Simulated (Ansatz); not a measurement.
# Si11GeO24: the cost of one run

Method: DFT, PBE, plane-wave PAW, default files, scalar-relativistic, as far as a step names no other, in Ansatz 0.2.0.

### 1 The system as given

It takes space group C2 (No. 5, monoclinic). Conventional cell: a = 10.121 Å, b = 11.083 Å, c = 10.121 Å, α = 90.00°, β = 120.00°, γ = 90.00°. Around Ge (site symmetry 2) lie 4 O at 1.61 Å. Around Si (site symmetry 2) lie 4 O at 1.61 Å. Si (site symmetry 1) is surrounded by 4 O at 1.61 Å. Only part of the 20 independent sites is listed.

Structure file:

```
CELL_PARAMETERS angstrom
-7.59078 4.38254 5.54135
7.59078 -4.38254 5.54135
2.53026 4.38254 -5.54135
ATOMIC_POSITIONS crystal
Ge 0.41667 0.16667 0.25000
Si 0.91667 0.66667 0.25000
Si 0.91667 0.16667 0.75000
Si 0.41667 0.66667 0.75000
Si 0.58333 0.58333 0.50000
Si 0.08333 0.08333 0.50000
Si 0.08333 0.58333 0.00000
Si 0.58333 0.08333 0.00000
Si 0.00000 0.25000 0.25000
Si 0.50000 0.75000 0.25000
Si 0.50000 0.25000 0.75000
Si 0.00000 0.75000 0.75000
O 0.81236 0.70806 0.68709
O 0.31236 0.20806 0.68709
O 0.31236 0.70806 0.18709
O 0.81236 0.20806 0.18709
O 0.54139 0.64570 0.68709
O 0.04139 0.14570 0.68709
O 0.04139 0.64570 0.18709
O 0.54139 0.14570 0.18709
O 0.18764 0.47903 0.50000
O 0.68764 0.97903 0.50000
O 0.68764 0.47903 0.00000
O 0.18764 0.97903 0.00000
O 0.52097 0.62527 0.31291
O 0.02097 0.12527 0.31291
O 0.02097 0.62527 0.81291
O 0.52097 0.12527 0.81291
O 0.45861 0.35430 0.31291
O 0.95861 0.85430 0.31291
O 0.95861 0.35430 0.81291
O 0.45861 0.85430 0.81291
O 0.47903 0.18764 0.50000
O 0.97903 0.68764 0.50000
O 0.97903 0.18764 0.00000
O 0.47903 0.68764 0.00000
```

Atom 1 of the input is the impurity.

### 2 First run, atoms as given

File input.yaml:

```yaml
crystal:
  lattice:
    - [-7.5907833426, 4.3825408062, 5.54135331]
    - [7.5907833426, -4.3825408062, 5.54135331]
    - [2.5302611142, 4.3825408062, -5.54135331]
  atoms:
    - { symbol: Ge, position: [0.4166666667, 0.1666666667, 0.25] }
    - { symbol: Si, position: [0.9166666667, 0.6666666667, 0.25] }
    - { symbol: Si, position: [0.9166666667, 0.1666666667, 0.75] }
    - { symbol: Si, position: [0.4166666667, 0.6666666667, 0.75] }
    - { symbol: Si, position: [0.5833333333, 0.5833333333, 0.5] }
    - { symbol: Si, position: [0.0833333333, 0.0833333333, 0.5] }
    - { symbol: Si, position: [0.0833333333, 0.5833333333, 0.0] }
    - { symbol: Si, position: [0.5833333333, 0.0833333333, 0.0] }
    - { symbol: Si, position: [0.0, 0.25, 0.25] }
    - { symbol: Si, position: [0.5, 0.75, 0.25] }
    - { symbol: Si, position: [0.5, 0.25, 0.75] }
    - { symbol: Si, position: [0.0, 0.75, 0.75] }
    - { symbol: O, position: [0.8123639817, 0.7080612967, 0.687091945] }
    - { symbol: O, position: [0.3123639817, 0.2080612967, 0.687091945] }
    - { symbol: O, position: [0.3123639817, 0.7080612967, 0.187091945] }
    - { symbol: O, position: [0.8123639817, 0.2080612967, 0.187091945] }
    - { symbol: O, position: [0.54139463, 0.645697315, 0.687091945] }
    - { symbol: O, position: [0.04139463, 0.145697315, 0.687091945] }
    - { symbol: O, position: [0.04139463, 0.645697315, 0.187091945] }
    - { symbol: O, position: [0.54139463, 0.145697315, 0.187091945] }
    - { symbol: O, position: [0.1876360183, 0.4790306483, 0.5] }
    - { symbol: O, position: [0.6876360183, 0.9790306483, 0.5] }
    - { symbol: O, position: [0.6876360183, 0.4790306483, 0.0] }
    - { symbol: O, position: [0.1876360183, 0.9790306483, 0.0] }
    - { symbol: O, position: [0.5209693517, 0.6252720367, 0.312908055] }
    - { symbol: O, position: [0.0209693517, 0.1252720367, 0.312908055] }
    - { symbol: O, position: [0.0209693517, 0.6252720367, 0.812908055] }
    - { symbol: O, position: [0.5209693517, 0.1252720367, 0.812908055] }
    - { symbol: O, position: [0.45860537, 0.354302685, 0.312908055] }
    - { symbol: O, position: [0.95860537, 0.854302685, 0.312908055] }
    - { symbol: O, position: [0.95860537, 0.354302685, 0.812908055] }
    - { symbol: O, position: [0.45860537, 0.854302685, 0.812908055] }
    - { symbol: O, position: [0.4790306483, 0.1876360183, 0.5] }
    - { symbol: O, position: [0.9790306483, 0.6876360183, 0.5] }
    - { symbol: O, position: [0.9790306483, 0.1876360183, 0.0] }
    - { symbol: O, position: [0.4790306483, 0.6876360183, 0.0] }
kpoints:
  mp_grid: { grid: [4, 4, 4] }
scf:
  occupations: { method: fermi_dirac, width: 0.01 }
hamiltonian:
  xc: pbe
  pseudopotentials: { kind: paw }
output:
  forces: true
  stress: true
  populations: true
  efg:
    quadrupole_moments_barn: { Ge: -0.196, O: -0.02558 }
    contact_densities: true
```

The run is started by

```sh
ansatz run input.yaml --threads 4 --pin off --max-ram 8192MiB --backend cpu --events-out ev --progress --plain --runs-dir out
```

What time and memory should one allow on 4 threads of Arm Neoverse V1, shared host?

About 67 s, with a peak of 2.3 GiB.
